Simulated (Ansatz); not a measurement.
Crystal: Al2O3.

```
Al O
1.0
     4.61378    0.00000    0.00000
     0.00000    9.56328    0.00000
     0.00000    0.00000    3.11986
Al O
4 6
Direct
  0.98298 0.82457 0.00000
  0.01702 0.17543 0.00000
  0.48297 0.67543 0.50000
  0.51702 0.32457 0.50000
  0.50000 0.50000 0.50000
  0.12363 0.75305 0.50000
  0.37637 0.25305 0.00000
  0.62364 0.74695 0.00000
  0.00000 0.00000 0.00000
  0.87636 0.24695 0.50000
```

Measurements of this composition are mostly on another form, of space group No. 167.

Base run:

* Program: Ansatz 0.2.0
* Functional: PBEsol
* Potentials or basis: Ansatz PAW
* Cutoff: 420 eV (not typed: the program's choice for these potentials)
* k mesh: 5 × 3 × 7
* Occupations: fermi-dirac, width 0.05 eV
* Spin: no spin polarisation

Its results: band gap on the k mesh 3.43 eV, direct; pressure -2.6 GPa; largest force 0.173 eV/Å.

Problem. The run is repeated on the same cell with these changes: functional from PBEsol to PBE. What comes out?

Solution. Band gap on the k mesh 3.52 eV, direct; pressure 0.0 GPa; largest force 0.190 eV/Å.

PBE binds less tightly than PBEsol, so the same cell stands under more pressure.

Caveats: the PAW data sets come from PBE, with cores solved anew for the run's functional, which leaves a small shift of forces and pressure (some runs).
